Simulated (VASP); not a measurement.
## NaI (strained zincblende), r²SCAN single-point calculation: Ansatz's output and VASP's

```yaml
crystal:
  lattice:
    - [0.00000, 3.43690, 3.43690]
    - [3.43690, 0.00000, 3.43690]
    - [3.43690, 3.43690, 0.00000]
  atoms:
    - { symbol: Na, position: [0.00000, 0.00000, 0.00000] }
    - { symbol: I, position: [0.25000, 0.25000, 0.25000] }
```

Ansatz printed

```
SCF 1 converged in 6 iterations: F = -9019.407752 eV  dr2 = 5.68e-9
  greatest PAW one-centre occupation: 1.000 electrons in one spin orbital (limit 2), on the Na atom at site 0 (counted from 0), in its partial waves of l = 0
NSCF: frozen V_eff on 6 k-points
SCF converged after 6 iterations
Free energy (F): -9019.407752 eV
Harris-Foulkes:  -9019.407752 eV  (|F-HF|=3.61e-9)
Internal energy: -9019.407752 eV  (E = F + TS)
E sigma→0 (E₀):  -9019.407752 eV
Fermi energy:    0.857756 eV
--- Per-component energies (eV) ---
  E_band       = -678.324059
  E_kinetic    = 310.185464
  E_local      = -3762.774918  (includes V_loc(G=0)·N_el)
  E_nonlocal   = 26.257305
  E_hartree    = 1706.218535
  E_xc         = -157.926300
  E_vxc        = -195.389216  (∫ρ·V_xc dr)
  E_paw        = -5107.522066  (= ΣΔE_a)
  E_vpaw       = -482.313421  (= ΣTr[D̂ρ^β])
  E_aug_tail   = -0.000033  (compensation charges beyond the density's cutoff)
  E_vtau       = 13.278215  (kinetic-family band-sum trace: ∫τ·v_τ [+ j·A + Jᵃ·Aᵃ] dr)
  E_ewald      = -2033.892524
  E_core_change = 0.046786  (= ΣΔE_core)
  E_smearing   = -0.000000  (= −TS)
  E_closure    = -0.000000  (closes the sum)
  Σ components = -9019.407752   (vs F -9019.407752, Δ=0.00e0)
--- Forces (eV/Å), atoms counted from 1 ---
  atom   1  Na     0.00000000    -0.00000000     0.00000000
  atom   2  I     -0.00000000     0.00000000     0.00000000
  max |Σ_I F_I| component: 3.50e-17 eV/Å
--- Stress (GPa, compression-positive) ---
        1.332282      -0.000000      -0.000000
       -0.000000       1.332282       0.000000
       -0.000000       0.000000       1.332282
  P = ⅓ Tr σ = 1.3323 GPa (13.323 kbar)
--- Band table (eV; the first three rows and the last of 16) ---
  k-point 0: bands = ["-51.3520", "-42.6894", "-42.6894", "-42.6894", "-42.6855", "-42.6855", "-21.7673", "-21.7673", "-21.7673", "-10.0142", "0.8578", "0.8578", "0.8578", "5.4424", "9.5937", "9.5937", "9.5937"]
  k-point 1: bands = ["-51.3520", "-42.6894", "-42.6894", "-42.6894", "-42.6855", "-42.6855", "-21.7684", "-21.7675", "-21.7675", "-9.9696", "0.4144", "0.8177", "0.8177", "6.0746", "9.2470", "9.7494", "9.7494"]
  k-point 2: bands = ["-51.3520", "-42.6893", "-42.6893", "-42.6893", "-42.6855", "-42.6855", "-21.7707", "-21.7677", "-21.7677", "-9.8773", "-0.2783", "0.7408", "0.7408", "6.9310", "9.1671", "9.4356", "9.4356"]
  k-point 15: bands = ["-51.3520", "-42.6893", "-42.6893", "-42.6893", "-42.6855", "-42.6854", "-21.7719", "-21.7690", "-21.7687", "-9.7690", "-0.2705", "0.1509", "0.3373", "7.0108", "8.4801", "10.1470", "10.2391"]
```

The two codes use different PAW datasets and cutoffs. VASP's cell holds 14 valence electrons and Ansatz's 26. Ansatz's stress includes a Pulay correction; VASP's doesn't.

Task: What does VASP give for the same cell and level of theory?

Result: gap between bands v and c 4.59 eV; least direct gap 4.59 eV; pressure 1.3 GPa.

From OUTCAR

```
k-points           NKPTS =     16   k-points in BZ     NKDIM =     16   number of bands    NBANDS=     14

   NELECT =      14.0000    total number of electrons

   dimension x,y,z NGX =    36 NGY =   36 NGZ =   36
   dimension x,y,z NGXF=    72 NGYF=   72 NGZF=   72

  energy-cutoff  :      520.00
  volume of cell :       81.19
      direct lattice vectors                 reciprocal lattice vectors
     0.000000000  3.436895885  3.436895885    -0.145480113  0.145480113  0.145480113
     3.436895885  0.000000000  3.436895885     0.145480113 -0.145480113  0.145480113
     3.436895885  3.436895885  0.000000000     0.145480113  0.145480113 -0.145480113

 k-points in reciprocal lattice and weights: KPOINTS created by Atomic Simulation Env
   0.00000000  0.00000000  0.00000000       0.005
   0.16666667  0.00000000  0.00000000       0.037
   0.33333333  0.00000000  0.00000000       0.037
   0.50000000  0.00000000  0.00000000       0.019
   0.16666667  0.16666667  0.00000000       0.028
   0.33333333  0.16666667  0.00000000       0.111
   0.50000000  0.16666667  0.00000000       0.111
  -0.33333333  0.16666667  0.00000000       0.111
   ...

 E-fermi :  -0.8688

 k-point     1 :       0.0000    0.0000    0.0000
  band No.  band energies     occupation
      1     -23.7321      2.00000
      2     -23.7317      2.00000
      3     -23.7317      2.00000
      4     -11.8744      2.00000
      5      -1.0025      2.00000
      6      -1.0025      2.00000
      7      -1.0025      2.00000
      8       3.5874      0.00000
      9       7.7130      0.00000
     10       7.7130      0.00000
     11       7.7132      0.00000
     12       9.4366      0.00000
     13       9.4366      0.00000
     14      11.2421      0.00000

 k-point     2 :       0.1667    0.0000    0.0000
  band No.  band energies     occupation
      1     -23.7329      2.00000
      2     -23.7322      2.00000
      3     -23.7318      2.00000
      4     -11.8298      2.00000
      5      -1.4437      2.00000
      6      -1.0420      2.00000
      7      -1.0420      2.00000
      8       4.2187      0.00000
      9       7.3746      0.00000
     10       7.8651      0.00000
     11       7.8653      0.00000
     12       9.0145      0.00000
     13       9.0145      0.00000
     14      10.6418      0.00000

 k-point     3 :       0.3333    0.0000    0.0000
  band No.  band energies     occupation
      1     -23.7350      2.00000
      2     -23.7325      2.00000
      3     -23.7321      2.00000
      4     -11.7377      2.00000
      5      -2.1333      2.00000
      6      -1.1179      2.00000
      7      -1.1179      2.00000
      8       5.0744      0.00000
      9       7.3003      0.00000
     10       7.5458      0.00000
     11       7.5459      0.00000
     12       9.7934      0.00000
     13       9.7935      0.00000
     14      10.1552      0.00000

 k-point     4 :       0.5000    0.0000    0.0000
  band No.  band energies     occupation
      1     -23.7361      2.00000
      2     -23.7326      2.00000
      3     -23.7322      2.00000
      4     -11.6901      2.00000
      5      -2.4234      2.00000
      6      -1.1543      2.00000
      7      -1.1543      2.00000
      8       5.2446      0.00000
      9       7.3188      0.00000
     10       7.3189      0.00000
     11       7.5039      0.00000
     12      10.7434      0.00000
     13      11.2039      0.00000
     14      11.2040      0.00000

 k-point     5 :       0.1667    0.1667    0.0000
  band No.  band energies     occupation
      1     -23.7331      2.00000
      2     -23.7322      2.00000
      3     -23.7320      2.00000
      4     -11.8150      2.00000
      5      -1.4371      2.00000
      6      -1.1285      2.00000
      7      -1.1284      2.00000
      8       4.4144      0.00000
      9       7.0554      0.00000
     10       7.9319      0.00000
     11       8.1707      0.00000
     12       8.1709      0.00000
     13       9.7547      0.00000
     14      12.0373      0.00000

 k-point     6 :       0.3333    0.1667    0.0000
  band No.  band energies     occupation
      1     -23.7346      2.00000
      2     -23.7326      2.00000
      3     -23.7323      2.00000
      4     -11.7387      2.00000
      5      -1.9424      2.00000
      6      -1.2426      2.00000
      7      -1.2247      2.00000
      8       5.1794      0.00000
      9       6.7881      0.00000
     10       7.2003      0.00000
     11       8.2341      0.00000
     12       9.1412      0.00000
     13      10.3521      0.00000
     14      11.3122      0.00000

 ...

  Total        0.6560141      0.6560141      0.6560141      0.0000000      0.0000000      0.0000000
  in kB       12.9447784     12.9447784     12.9447784      0.0000000      0.0000000      0.0000000
  external PRESSURE =      12.9447784 kB  Pullay stress =       0.0000000 kB

 POSITION                                       TOTAL-FORCE (eV/Angst)
 -----------------------------------------------------------------------------------
      0.00000      0.00000      0.00000        -0.000000      0.000000     -0.000000
      1.71845      1.71845      1.71845         0.000000     -0.000000      0.000000
 -----------------------------------------------------------------------------------
    total drift:                                0.000014      0.000014      0.000015

  FREE ENERGIE OF THE ION-ELECTRON SYSTEM (eV)
  ---------------------------------------------------
  free  energy   TOTEN  =       -30.8918613262 eV

  energy  without entropy=      -30.8918613262  energy(sigma->0) =      -30.89186133
```
